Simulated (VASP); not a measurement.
# InP: relaxed cell and band gap, by functional

InP, F-43m (no. 216), 2 atoms in the cell.

| Functional | Volume (Å³/atom) | Change from the starting volume (fraction) | Gap, path and mesh (eV) | Time (s) |
|---|---|---|---|---|
| Wu-Cohen (libxc) | 25.40 | 0.009 | 0.53 | 166 |
| RGE2 (libxc) | 25.80 | 0.025 | 0.59 | 169 |
| HTBS (libxc) | 25.59 | 0.017 | 0.56 | 160 |
| B86 with PBE correlation (libxc) | 26.88 | 0.068 | 0.40 | 170 |
| PW91 (libxc) | 26.37 | 0.048 | 0.40 | 162 |
| LDA, PW92 (libxc) | 24.69 | -0.019 | 0.58 | 121 |
| KT2 (libxc) | 24.79 | -0.015 | 0.67 | 122 |
| PBE (libxc) | 26.44 | 0.050 | 0.44 | 134 |

Limits: Spin-orbit coupling is left out, and with elements this heavy it changes the gap.

## Input of the first row

INCAR.step1:
```
  ALGO = Normal
  EDIFF = 1E-7
  EDIFFG = -0.005
  ENCUT = 600
  GGA = LIBXC
  GGA_COMPAT = F
  IBRION = 2
  ISIF = 3
  ISMEAR = 0
  LASPH = T
  LCHARG = F
  LIBXC1 = GGA_X_WC
  LIBXC2 = GGA_C_PBE
  LREAL = F
  LWAVE = F
  NELM = 150
  NSW = 60
  PREC = Accurate
  SIGMA = 0.02
```

INCAR.step2, as INCAR.step1 but for:
```
- NSW = 60
+ NSW = 40
```

INCAR.step3, as INCAR.step2 but for:
```
- EDIFFG = -0.005
- IBRION = 2
- ISIF = 3
- NSW = 40
+ ISIF = 2
+ NBANDS = 16
```

KPOINTS:
```
k-points
0
Gamma
  6 6 6
```

KPOINTS_OPT:
```
path GXWKGLUWLK,UX
8
line-mode
reciprocal
 0.0000000000  0.0000000000  0.0000000000  G
 0.5000000000  0.0000000000  0.5000000000  X

 0.5000000000  0.0000000000  0.5000000000  X
 0.5000000000  0.2500000000  0.7500000000  W

 0.5000000000  0.2500000000  0.7500000000  W
 0.3750000000  0.3750000000  0.7500000000  K

 0.3750000000  0.3750000000  0.7500000000  K
 0.0000000000  0.0000000000  0.0000000000  G

 0.0000000000  0.0000000000  0.0000000000  G
 0.5000000000  0.5000000000  0.5000000000  L

 0.5000000000  0.5000000000  0.5000000000  L
 0.6250000000  0.2500000000  0.6250000000  U

 0.6250000000  0.2500000000  0.6250000000  U
 0.5000000000  0.2500000000  0.7500000000  W

 0.5000000000  0.2500000000  0.7500000000  W
 0.5000000000  0.5000000000  0.5000000000  L

 0.5000000000  0.5000000000  0.5000000000  L
 0.3750000000  0.3750000000  0.7500000000  K

 0.6250000000  0.2500000000  0.6250000000  U
 0.5000000000  0.0000000000  0.5000000000  X
```

POSCAR.step1:
```
InP
1.0
    0.0000000000      2.9305000000      2.9305000000
    2.9305000000      0.0000000000      2.9305000000
    2.9305000000      2.9305000000      0.0000000000
In P
1 1
Direct
    0.0000000000      0.0000000000      0.0000000000
    0.7500000000      0.7500000000      0.7500000000
```

Commands (each step's output is kept before the next begins):
```
cat potpaw_PBE.64/In_d/POTCAR potpaw_PBE.64/P/POTCAR > POTCAR
cp INCAR.step1 INCAR
cp POSCAR.step1 POSCAR
mpirun -np 1 vasp_std > vasp.out
cp CONTCAR POSCAR
rm WAVECAR CHG
cp INCAR.step2 INCAR
mpirun -np 1 vasp_std > vasp.out
cp CONTCAR POSCAR
rm WAVECAR CHG
cp INCAR.step3 INCAR
mpirun -np 1 vasp_std > vasp.out
```

Changes of the last row against the first:
```
(all steps)
- LIBXC1 = GGA_X_WC
+ LIBXC1 = GGA_X_PBE
```

VASP 6.6.1 took 166 s on 1 core (AMD EPYC 7R43 (Zen 3)), a shared host.
